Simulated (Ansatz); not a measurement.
# Si3N4: the cost of one run

Program: Ansatz 0.2.0. Level of theory: DFT, PBE, plane-wave PAW, default files, scalar-relativistic. These are calculated values, not measurements.

1 further run of the same task is left out (it didn't finish).

## (1) The structure to begin with

Symmetry: I-43d, No. 220, cubic system. The conventional cell has a = 6.475 Å, b = 6.475 Å, c = 6.475 Å, α = 90.00°, β = 90.00°, γ = 90.00°. Around Si (site symmetry -4) lie 4 N at 1.75 Å. N (site symmetry 3) has 3 Si at 1.75 Å as nearest neighbours.

Structure file:

```cif
data_structure
_symmetry_space_group_name_H-M 'P 1'
_symmetry_Int_Tables_number 1
_cell_length_a 5.6073
_cell_length_b 5.6073
_cell_length_c 5.6073
_cell_angle_alpha 109.471
_cell_angle_beta 109.471
_cell_angle_gamma 109.471
_cell_volume 135.72
loop_
_atom_site_label
_atom_site_type_symbol
_atom_site_fract_x
_atom_site_fract_y
_atom_site_fract_z
_atom_site_occupancy
Si1 Si 0.25000 0.12500 0.87500 1
Si2 Si 0.87500 0.25000 0.12500 1
Si3 Si 0.75000 0.37500 0.62500 1
Si4 Si 0.62500 0.75000 0.37500 1
Si5 Si 0.12500 0.87500 0.25000 1
Si6 Si 0.37500 0.62500 0.75000 1
N1 N 0.56280 0.56280 0.56280 1
N2 N 0.43720 0.50000 0.00000 1
N3 N 0.50000 0.00000 0.93720 1
N4 N 0.00000 0.43720 0.50000 1
N5 N 0.93720 0.50000 0.00000 1
N6 N 0.06280 0.06280 0.06280 1
N7 N 0.00000 0.93720 0.50000 1
N8 N 0.50000 0.00000 0.43720 1
```

The earlier run gave: gap on the mesh 4.07 eV, largest force 0.021 eV/Å, pressure 1.9 GPa.

The printed gradients, by site:

| site | atoms | first shell | V_zz (10²¹ V/m²) | η | C_Q (MHz) |
| --- | --- | --- | --- | --- | --- |
| Si | 1, 2, 3, 4, … | 4 N at 1.75 Å | -0.10 | 0.00 | – |
| N | 7, 8, 9, 10, … | 3 Si at 1.75 Å | -5.77 | 0.00 | -2.85 (¹⁴N) |

V_zz is the principal component of the electric field gradient with the largest magnitude, η = (V_xx − V_yy)/V_zz and C_Q = eQV_zz/h. Quadrupole moments are those of Pyykkö's year-2017 table. A dash under C_Q marks elements without a common quadrupolar isotope.

## (2) Z stretched by -1 %, ions relaxed

Input file input.yaml:

```yaml
crystal:
  lattice:
    - [-3.23735, 3.23735, 3.2049765]
    - [3.23735, -3.23735, 3.2049765]
    - [3.23735, 3.23735, -3.2049765]
  atoms:
    - { symbol: Si, position: [0.25, 0.125, 0.875] }
    - { symbol: Si, position: [0.875, 0.25, 0.125] }
    - { symbol: Si, position: [0.75, 0.375, 0.625] }
    - { symbol: Si, position: [0.625, 0.75, 0.375] }
    - { symbol: Si, position: [0.125, 0.875, 0.25] }
    - { symbol: Si, position: [0.375, 0.625, 0.75] }
    - { symbol: "N", position: [0.5628, 0.5628, 0.5628] }
    - { symbol: "N", position: [0.4372, 0.5, 0.0] }
    - { symbol: "N", position: [0.5, 0.0, 0.9372] }
    - { symbol: "N", position: [0.0, 0.4372, 0.5] }
    - { symbol: "N", position: [0.9372, 0.5, 0.0] }
    - { symbol: "N", position: [0.0628, 0.0628, 0.0628] }
    - { symbol: "N", position: [0.0, 0.9372, 0.5] }
    - { symbol: "N", position: [0.5, 0.0, 0.4372] }
kpoints:
  mp_grid: { grid: [6, 6, 6] }
scf:
  occupations: { method: fermi_dirac, width: 0.02 }
hamiltonian:
  xc: pbe
  pseudopotentials: { kind: paw }
output:
  forces: true
  stress: true
  populations: true
  efg:
    quadrupole_moments_barn: { "N": 0.02044 }
    contact_densities: true
relax:
  f_tol: 0.02
  max_steps: 60
```

Launch:

```bash
> ansatz run input.yaml --threads 4 --pin off --max-ram 8192MiB --backend cpu --events-out ev --progress --plain --runs-dir out
```

What time and memory should one allow on 4 threads of Arm Neoverse V1, shared host?

About 14 s, with a peak of 0.57 GiB.
